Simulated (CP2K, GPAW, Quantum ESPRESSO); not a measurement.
## The bulk modulus of BAs, sorted by core time

The structure is cubic, space group F-43m (No. 216). Conventional cell: a = 4.777 Å, b = 4.777 Å, c = 4.777 Å, α = 90.00°, β = 90.00°, γ = 90.00°. Around As (site symmetry -43m) lie 4 B at 2.07 Å. B (site symmetry -43m) has 4 As at 2.07 Å as nearest neighbours.

| rung | level | program and potentials | cutoff (eV) | k mesh | smearing | core time | chip | bulk modulus (GPa) | miss | notes |
| --- | --- | --- | --- | --- | --- | --- | --- | --- | --- | --- |
| GGA | SOGGA | GPAW, PAW data sets generated for this functional | 800 | 8 × 8 × 8 | fermi-dirac 0.05 | 49 s | Intel Xeon Platinum 8488C Sapphire Rapids | (a) | ? | - |
| GGA + dispersion | PBE+D4 | GPAW, GPAW PAW data sets (gpaw-data 1.2.1) | 800 | 8 × 8 × 8 | fermi-dirac 0.05 | 50 s | Intel Xeon Platinum 8559C Emerald Rapids | 141.0 | -4.7 % | - |
| GGA | WC | GPAW, PAW data sets generated for this functional | 800 | 8 × 8 × 8 | fermi-dirac 0.05 | 71 s | Arm Neoverse V1 | 141.0 | -4.7 % | - |
| LDA | LDA | CP2K, GTH_POTENTIALS As GTH-PADE-q5, B GTH-PADE-q3; TZVP-MOLOPT-PBE-GTH basis | - | 10 × 10 × 10 | fermi-dirac 0.026 | 2.3 min | AMD EPYC 9B14 Zen 4 | 143.7 | -2.9 % | atomic basis |
| GGA | PBE | CP2K, POTENTIAL_UZH As GTH-PBE-q5, B GTH-PBE-q3; TZVP-MOLOPT-PBE-GTH basis | - | 10 × 10 × 10 | fermi-dirac 0.05 | 2.4 min | Arm Neoverse V2 | 128.2 | -13.4 % | atomic basis |
| GGA + dispersion | AM05+D4 | Quantum ESPRESSO, PseudoDojo 0.4.1 SR PBE standard | 1143 | 10 × 10 × 10 | fermi-dirac 0.05 | 3.4 min | Arm Neoverse V1 | 144.1 | -2.6 % | potentials made for PBE |
| non-local van der Waals functional | rev-vdW-DF2 | Quantum ESPRESSO, PseudoDojo 0.4.1 SR PBE standard | 1143 | 10 × 10 × 10 | fermi-dirac 0.05 | 13 min | Intel Xeon | 133.9 | -9.5 % | potentials made for PBE |

Times are single runs on shared hosts and different chips, so they are rough; meshes, cutoffs and the tasks' sizes weigh on the time. Task: equation of state. All rows: no spin polarisation. Smearing widths are in eV. The cell comes from a database and isn't always the measured one. Meshes differ between rows, which moves values too. Meshes are those of the run's cell of 2 atoms unless a note names another. Misses use the values as printed. Runs on faulty files, with rough fits or with known faults for this quantity aren't shown. No row holds spin-orbit coupling.

Measured: 148 GPa (arxiv:1911.11281, doi:10.1063/1.5116025). The runs are for a static lattice.

Question: Estimate the value left out from the other rows.

Answer: (a) 141.9 GPa, miss -4.1 %.
